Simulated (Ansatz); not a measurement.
# TiN: the cost of one run

Program: Ansatz 0.2.0. Level of theory: DFT PBE, scalar-relativistic, plane waves, PAW. These are calculated values, not measurements.

2 further runs of the same task are left out: 2 set aside as unsound or not needed.

### 1 Starting point

The structure is cubic, space group Fm-3m (No. 225). Conventional cell: a = 4.247 Å, b = 4.247 Å, c = 4.247 Å, α = 90.00°, β = 90.00°, γ = 90.00°. Ti (site symmetry m-3m) is surrounded by 6 N at 2.12 Å. Around N (site symmetry m-3m) lie 6 Ti at 2.12 Å.

Coordinates:

```
Ti N
1.0
     0.00000    2.12337    2.12337
     2.12337    0.00000    2.12337
     2.12337    2.12337    0.00000
Ti N
1 1
Direct
  0.00000 0.00000 0.00000
  0.50000 0.50000 0.50000
```

This cell was relaxed beforehand with the same method: volume 9.57 Å³/atom, gap on the mesh none (metal).

### 2 The stripe of 1.5 rows

A (001) slab of 3 planes in a 3×1 cell, the lower planes held; added atoms sit on lattice sites of the next plane. Energies count from bulk atoms, -1443.5539 eV an atom, and the flat slab, -51958.4533 eV.

The cell holds 21 Ti, 21 N: a = 12.740 Å, b = 4.247 Å, c = 18.370 Å, α = 90.00°, β = 90.00°, γ = 90.00°.

### 3 The relaxation run

The input, input.yaml:

```yaml
crystal:
  lattice:
    - [12.7401921512, 0.0, 0.0]
    - [0.0, 4.2467307171, 0.0]
    - [0.0, 0.0, 18.3700960756]
  atoms:
    - { symbol: Ti, position: [0.0, 0.0, 0.081654445] }
    - { symbol: "N", position: [0.1666666667, 0.0, 0.081654445] }
    - { symbol: Ti, position: [0.0, 0.5, 0.1972425916] }
    - { symbol: "N", position: [0.1666666667, 0.5, 0.1972425916] }
    - { symbol: Ti, position: [0.1666666667, 0.0, 0.1972425916] }
    - { symbol: "N", position: [0.0, 0.0, 0.1972425916] }
    - { symbol: Ti, position: [0.1666666667, 0.5, 0.081654445] }
    - { symbol: "N", position: [0.0, 0.5, 0.081654445] }
    - { symbol: Ti, position: [0.3333333333, 0.0, 0.081654445] }
    - { symbol: "N", position: [0.5, 0.0, 0.081654445] }
    - { symbol: Ti, position: [0.3333333333, 0.5, 0.1972425916] }
    - { symbol: "N", position: [0.5, 0.5, 0.1972425916] }
    - { symbol: Ti, position: [0.5, 0.0, 0.1972425916] }
    - { symbol: "N", position: [0.3333333333, 0.0, 0.1972425916] }
    - { symbol: Ti, position: [0.5, 0.5, 0.081654445] }
    - { symbol: "N", position: [0.3333333333, 0.5, 0.081654445] }
    - { symbol: Ti, position: [0.6666666667, 0.0, 0.081654445] }
    - { symbol: "N", position: [0.8333333333, 0.0, 0.081654445] }
    - { symbol: Ti, position: [0.6666666667, 0.5, 0.1972425916] }
    - { symbol: "N", position: [0.8333333333, 0.5, 0.1972425916] }
    - { symbol: Ti, position: [0.8333333333, 0.0, 0.1972425916] }
    - { symbol: "N", position: [0.6666666667, 0.0, 0.1972425916] }
    - { symbol: Ti, position: [0.8333333333, 0.5, 0.081654445] }
    - { symbol: "N", position: [0.6666666667, 0.5, 0.081654445] }
    - { symbol: Ti, position: [0.0, 0.0, 0.3128307383] }
    - { symbol: "N", position: [0.1666666667, 0.0, 0.3128307383] }
    - { symbol: Ti, position: [0.1666666667, 0.5, 0.3128307383] }
    - { symbol: "N", position: [0.0, 0.5, 0.3128307383] }
    - { symbol: Ti, position: [0.3333333333, 0.0, 0.3128307383] }
    - { symbol: "N", position: [0.5, 0.0, 0.3128307383] }
    - { symbol: Ti, position: [0.5, 0.5, 0.3128307383] }
    - { symbol: "N", position: [0.3333333333, 0.5, 0.3128307383] }
    - { symbol: Ti, position: [0.6666666667, 0.0, 0.3128307383] }
    - { symbol: "N", position: [0.8333333333, 0.0, 0.3128307383] }
    - { symbol: Ti, position: [0.8333333333, 0.5, 0.3128307383] }
    - { symbol: "N", position: [0.6666666667, 0.5, 0.3128307383] }
    - { symbol: Ti, position: [0.0, 0.5, 0.4284188849] }
    - { symbol: "N", position: [0.1666666667, 0.5, 0.4284188849] }
    - { symbol: Ti, position: [0.1666666667, 0.0, 0.4284188849] }
    - { symbol: "N", position: [0.0, 0.0, 0.4284188849] }
    - { symbol: Ti, position: [0.3333333333, 0.5, 0.4284188849] }
    - { symbol: "N", position: [0.3333333333, 0.0, 0.4284188849] }
basis:
  ecutwfc: 420
kpoints:
  mp_grid: { grid: [3, 8, 1] }
hamiltonian:
  xc: pbe
scf:
  occupations: { method: gaussian, width: 0.1 }
output:
  forces: true
  eigenvalues: true
  write_density: true
  write_potential: true
  elf: true
  volumetric_format: npy
relax:
  adjacent_minimum: "off"
  f_tol: 0.02
  max_steps: 45
  constraints: [{ sites: [0, 1, 6, 7, 8, 9, 14, 15, 16, 17, 22, 23] }]
efield:
  axis: 3
  dipole_correction: true
  ramp_width: 0.04
```

Command:

```console
$ ansatz run input.yaml --threads 4 --pin off --max-ram 11264MiB --backend cpu --events-out ev --progress --plain --runs-dir out
```

What time and memory should one allow on 4 threads of AMD EPYC (Zen 3), shared host?

About 29 min, with a peak of 4.7 GiB.
